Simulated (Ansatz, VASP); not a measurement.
**Two plane-wave programs on FeSi (series)**

```
Fe Si
1.0
     4.55070    0.00000    0.00000
     0.00000    4.55070    0.00000
     0.00000    0.00000    4.55070
Fe Si
4 4
Direct
  0.13652 0.13652 0.13652
  0.36348 0.86348 0.63652
  0.63652 0.36348 0.86348
  0.86348 0.63652 0.36348
  0.84240 0.84240 0.84240
  0.65760 0.15760 0.34240
  0.34240 0.65760 0.15760
  0.15760 0.34240 0.65760
```

Alike in both runs: task single point; functional PBE; k mesh 6 × 6 × 6; occupations gaussian, width 0.01 eV; no spin polarisation.

|  | VASP | Ansatz |
| --- | --- | --- |
| version | VASP 6.6.1 | Ansatz 0.2.0 |
| potentials or method | VASP PAW PBE potentials, release 64 (Fe, Si) | scalar-relativistic, plane waves, PAW |
| plane-wave cutoff (eV) | 520 | 420 |
| valence electrons in the cell | 48 | 80 |

Ansatz gave:

| Quantity | Value |
| --- | --- |
| gap on the k mesh at the Fermi level (eV) | 0.15 |
| least direct gap on the mesh (eV) | 0.15 |
| pressure (GPa) | -13.8 |
| rms of the force components (eV/Å) | 0.159 |

Question: What did VASP give for the same quantities?

Answer: gap on the k mesh at the Fermi level (eV): 0.14; least direct gap on the mesh (eV): 0.15; pressure (GPa): -13.7; rms of the force components (eV/Å): 0.151.

Atom by atom the forces differ by 0.012 eV/Å (rms over components). With one functional, cell and mesh, what is left measures potentials, basis and numerics. The two sets of potentials don't hold the same shells in valence.

Spin polarisation is off, so any magnetic state and its effect on volume and gap are missing.
